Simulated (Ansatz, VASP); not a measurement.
Sr: VASP beside Ansatz

```
Sr
1.0
     0.00000    3.05211    3.05211
     3.05211    0.00000    3.05211
     3.05211    3.05211    0.00000
Sr
1
Direct
  0.00000 0.00000 0.00000
```

Alike in both runs: task single point; functional r2SCAN; k mesh 4 × 4 × 4; occupations fermi-dirac, width 0.1 eV; no spin polarisation.

```csv
,VASP,Ansatz
version,VASP 6.6.1,Ansatz 0.2.0
potentials or method,"VASP PAW PBE potentials, release 64 (Sr_sv)","plane waves (500 eV) with PAW, scalar-relativistic"
plane-wave cutoff (eV),520,500
valence electrons in the cell,10,10
```

```tsv
	VASP	Ansatz	Ansatz less VASP
pressure (GPa)	0.2	0.2	-0.02
```

With one functional, cell and mesh, what is left measures potentials, basis and numerics.

Caveats: the k mesh is coarse (spacing up to 0.45 Å⁻¹), so the values aren't converged; the PAW data sets were made with another functional, which shifts forces and pressure a little (VASP).
